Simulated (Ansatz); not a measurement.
A crystal relaxed with r2SCAN+rVV10 in the plane-wave code Ansatz has space group Fm-3m (No. 225) and a = 3.997 Å.

```tsv
atom	site	x	y	z
Xx	4a	0.0000	0.0000	0.0000
H	4b	0.5000	0.0000	0.0000
```

The r2SCAN gap is direct at X: 3.63 eV. With HSE06 the gap is 3.97 eV and direct, at X. With PBE the gap is 2.98 eV and direct, at X. Meshes: r2SCAN 10×10×10, HSE06 8×8×8, PBE 10×10×10. r2SCAN's ε∞ is 3.9 in all directions.

Problem. Which element is Xx?
A. Li
B. Ag
C. K
D. Na

Solution. A. Xx is Li: LiH (started from an entry of an open crystallographic database) with hydrogen sites as listed. Li has 6 H at 2.00 Å; H has 6 Li at 2.00 Å.

The values are computed, spin-unpolarised, and not measurements.

The meshes of the hybrids are coarse, so their gaps aren't converged to the digits shown.
